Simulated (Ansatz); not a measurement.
# WSe2 (P-3m1), a vibration from a frozen displacement

Level of theory: DFT PBE, scalar-relativistic, plane waves, PAW (Ansatz). Settings: plane waves to 420 eV, k-mesh 12×12×1 (Γ-centred), Gaussian smearing 0.05 eV. Spin–orbit coupling is left out, which matters for the heavy elements here. No spin polarisation. Energies are free energies at this smearing, counted from the undisturbed cell; pressure is positive in compression.

Zero of the scan (relaxed at this level; this form isn't the usual structure):

```
W Se
1.0
     3.32068    0.00000    0.00000
    -1.66034    2.87579    0.00000
     0.00000    0.00000   38.77011
W Se
4 8
Direct
  0.66667 0.33333 0.90171
  0.66667 0.33333 0.29464
  0.33333 0.66667 0.70536
  0.33333 0.66667 0.09829
  0.33333 0.66667 0.94500
  0.33333 0.66667 0.33792
  0.66667 0.33333 0.74865
  0.66667 0.33333 0.14158
  0.33333 0.66667 0.85842
  0.33333 0.66667 0.25135
  0.66667 0.33333 0.66208
  0.66667 0.33333 0.05500
```

The cell holds layers and no dispersion correction was added, so their binding is poorly described.

Every Se atom is moved by x along the Cartesian unit vector (-0.652, -0.376, -0.659); the cell and all other atoms stay fixed. The cell's volume is 370.24 Å³; the moved atoms weigh 631.768 u together and the others 735.360 u. Some rows repeat others by symmetry and weren't run.

```
  x (Å)  ΔE (meV/cell) total force on the moved atoms along the move (eV/Å) pressure (GPa)
-0.2000        1790.26                                               18.0934          1.7339
-0.1750        1367.25                                               15.7525          1.3238
-0.1500        1002.35                                               13.4441          0.9700
-0.1250         694.82                                               11.1628          0.6718
-0.1000         444.03                                                8.9038          0.4286
-0.0500         110.79                                                4.4346          0.1055
 0.0000           0.00                                                0.0000         -0.0019
 0.0500         110.79                                               -4.4346          0.1055
 0.1000         444.03                                               -8.9038          0.4286
 0.1250         694.82                                              -11.1628          0.6718
 0.1500        1002.35                                              -13.4441          0.9700
 0.1750        1367.25                                              -15.7525          1.3238
 0.2000        1790.26                                              -18.0934          1.7339
```

Question: What frequency belongs to this motion?

Answer: The force constant is k = −dF/dx = 88.692 eV/Å², from the parabola through x = -0.0500, 0 and 0.0500. In every cell the moved atoms swing against the rest, so the mass is μ = m₁m₂/(m₁ + m₂) = 339.820 u, and ν̃ = 521.5 cm⁻¹ × √(|k|/μ) = 266 cm⁻¹. The pattern needn't be a normal mode: ν̃² is then a weighted mean of the squared nonzero frequencies at the zone centre of this cell, taken without macroscopic field, so it lies between the lowest and the highest of them.

Question: How far does the harmonic law reach?

Answer: At x = -0.200 Å, kx²/2 = 1773.84 meV against the computed 1790.26 meV (+0.9 %): the well is still close to harmonic there.

Question: The pressure changes with x². What does that say about the frequency under compression?

Answer: With E = k(V)x²/2, k ∝ V^(−2γ) and x scaling with the cell as V^(1/3), P − P0 = −∂E/∂V = (2γ − 2/3) ΔE/V. At x = 0.1000 Å, V(P − P0) = 370.24 × 0.43050 / 160.2 eV = 994.82 meV and ΔE = 444.03 meV, so γ = 1/3 + V(P − P0)/(2ΔE) = 1.45. This is the Grüneisen parameter of the motion under uniform scaling of the cell: shrinking the cell evenly by 1 % in volume raises the frequency by about 1.45 %.

Cost: 7 runs of about 32 core-minutes in all, on Intel Xeon Processor @ 2.50GHz (Skylake/Cascade Lake) (shared hosts).

The 266 cm⁻¹ motion is a stiff intralayer vibration. All Se atoms shift together against W, along the direction of one set of W–Se bonds, so the restoring force comes from stretching and bending the covalent W 5d–Se 4p framework. Facing Se sheets keep their separation, and the weak contact between layers probably contributes little. The displacement mixes in-plane and out-of-plane polar motion, which have different frequencies in a layered crystal. It is odd under inversion and so doesn't represent the Raman-active breathing of Se against Se.

The nearly parabolic well doesn't prove that each layer is harmonic. A single trigonal-prismatic layer lacks an inversion centre and allows a cubic term, but inversion-related layers cancel it in the total energy, leaving only even terms visible.

The positive Grüneisen parameter fits bonds that stiffen as they shorten. However, uniform scaling shortens the W–Se bonds and the interlayer gaps in equal proportion, whereas hydrostatic pressure would mainly close the soft gaps, so 1.45 shouldn't be read as the hydrostatic value.
